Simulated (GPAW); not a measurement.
Al:

```xyz
2
Lattice="4.4916 0.0000 0.0000 -2.2458 3.8898 0.0000 0.0000 0.0000 2.7226" Properties=species:S:1:pos:R:3 pbc="T T T"
Al    0.0000    2.5932    0.0000
Al    2.2458    1.2966    0.0000
```

The cell was built by a generator and needn't be a form met in nature.

Base run:

```yaml
Program: GPAW 26.7.0
Functional: revPBE
Potentials_or_basis: the program's PAW data sets (release 1.2.1) made for this functional
Cutoff: 600 eV
Basis: pw
k_mesh: 7 × 7 × 10
Occupations: fermi-dirac, width 0.05 eV
Spin: no spin polarisation
```

Its results: band gap on the k mesh none (metal or under the smearing width); pressure 2.6 GPa.

**Question.** After a change of settings the same cell gave: band gap on the k mesh none (metal or under the smearing width); pressure -0.5 GPa. Which change was it?
A. functional from revPBE to LDA
B. functional from revPBE to r2SCAN; potentials or basis from the program's PAW data sets (release 1.2.1) made for this functional to GPAW PAW data sets (gpaw-data 1.2.1)
C. functional from revPBE to PBE; potentials or basis from the program's PAW data sets (release 1.2.1) made for this functional to GPAW PAW data sets (gpaw-data 1.2.1)
D. functional from revPBE to RPBE

**Answer.** A.

LDA binds more tightly than revPBE, so the same cell stands under less pressure.

Not every run made on this cell is shown here.
